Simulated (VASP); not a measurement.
A run of VASP 6.6.1 is set up as follows.

File INCAR:

```
ALGO = Fast ; EDIFF = 1E-7
EDIFFG = -0.01 ; ENCUT = 600
GGA = PE ; IBRION = 2
ISIF = 2 ; ISMEAR = 0
IVDW = 12 ; LASPH = True
LCHARG = False ; LREAL = False
LWAVE = False ; NELM = 80
NSW = 40 ; PREC = Accurate
SIGMA = 0.03
```

KPOINTS

```
k-points
0
Gamma
  8 8 8
```

The input POSCAR:

```
NaI                                     
1.0
    0.0000000000      3.1387217997      3.1387217997
    3.1387217997      0.0000000000      3.1387217997
    3.1387217997      3.1387217997      0.0000000000
  Na              I             
     1     1
Direct
     0.0000000000000000    0.0000000000000000    0.0000000000000000
     0.5000000000000000    0.5000000000000000    0.5000000000000000
```

Potentials or basis: VASP PAW PBE potentials, release 64 (Na_pv, I).

Command:

```console
$ cat potpaw_PBE.64/Na_pv/POTCAR potpaw_PBE.64/I/POTCAR > POTCAR
$ mpirun -np 1 vasp_std > vasp.out
```

(1) Estimate the band gap on the k mesh.

(2) What does it give for the dispersion energy per atom?

## Answers

(1) 3.91 eV, direct.

(2) -0.279 eV.

Caveat: the relaxation stopped at its first step, so nothing moved; spin-orbit coupling is left out, which moves the levels of the heavy elements.
